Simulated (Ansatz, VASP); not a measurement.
**MgI2 in VASP and in Ansatz**

File INCAR:

```
PREC = Accurate
ENCUT = 520
EDIFF = 1E-6
ISMEAR = 0
SIGMA = 0.05
LREAL = F
LASPH = T
NELM = 60
ALGO = Normal
ISIF = 2
LWAVE = F
LCHARG = F
GGA = PE
NBANDS = 15
```

KPOINTS

```
Automatic mesh
0
Gamma
  6 6 4
```

Contents of POSCAR:

```
MgI2
1.0
    4.3165329393      0.0000000000      0.0000000000
   -2.1582664697      3.7382271817      0.0000000000
    0.0000000000      0.0000000000      8.0147218160
Mg I
1 2
Direct
    0.0000000000      0.0000000000      0.0000000000
    0.3333333333      0.6666666667      0.7705052557
    0.6666666667      0.3333333333      0.2294947443
```

Input for Ansatz:

```yaml
crystal:
  lattice:
    - [4.3165329393, 0.0, 0.0]
    - [-2.1582664697, 3.7382271817, 0.0]
    - [0.0, 0.0, 8.014721816]
  atoms:
    - { symbol: Mg, position: [0.0, 0.0, 0.0] }
    - { symbol: I, position: [0.3333333333, 0.6666666667, 0.7705052557] }
    - { symbol: I, position: [0.6666666667, 0.3333333333, 0.2294947443] }
basis:
  ecutwfc: 520.0
kpoints:
  mp_grid: { grid: [6, 6, 4] }
hamiltonian:
  xc: pbe
scf:
  occupations: { method: gaussian, width: 0.05 }
output:
  forces: true
  stress: true
  eigenvalues: true
```

Alike in both runs: task single point; functional PBE; k mesh 6 × 6 × 4; occupations gaussian, width 0.05 eV; no spin polarisation.

|  | VASP | Ansatz |
| --- | --- | --- |
| version | VASP 6.6.1 | Ansatz 0.2.0 |
| potentials or method | VASP PAW PBE potentials, release 64 (Mg, I) | scalar-relativistic, plane waves, PAW |
| plane-wave cutoff (eV) | 520 | 520 |
| valence electrons in the cell | 16 | 44 |

```csv
,VASP,Ansatz,Ansatz less VASP
gap on the k mesh at the Fermi level (eV),3.10,3.12,+0.016
least direct gap on the mesh (eV),3.10,3.12,+0.016
pressure (GPa),-2.7,-2.7,+0.04
largest component of the traceless stress (GPa),0.84,0.84,+0.003
rms of the force components (eV/Å),0.369,0.364,-0.0041
```

Atom by atom the forces differ by 0.004 eV/Å (rms over components). The two sets of potentials don't hold the same shells in valence.

Caveats: spin-orbit coupling is left out, which moves the levels of the heavy elements; this functional lacks dispersion, which binds the layers, so the pressure and a relaxed spacing across them are unreliable. A k mesh can miss the band edges.
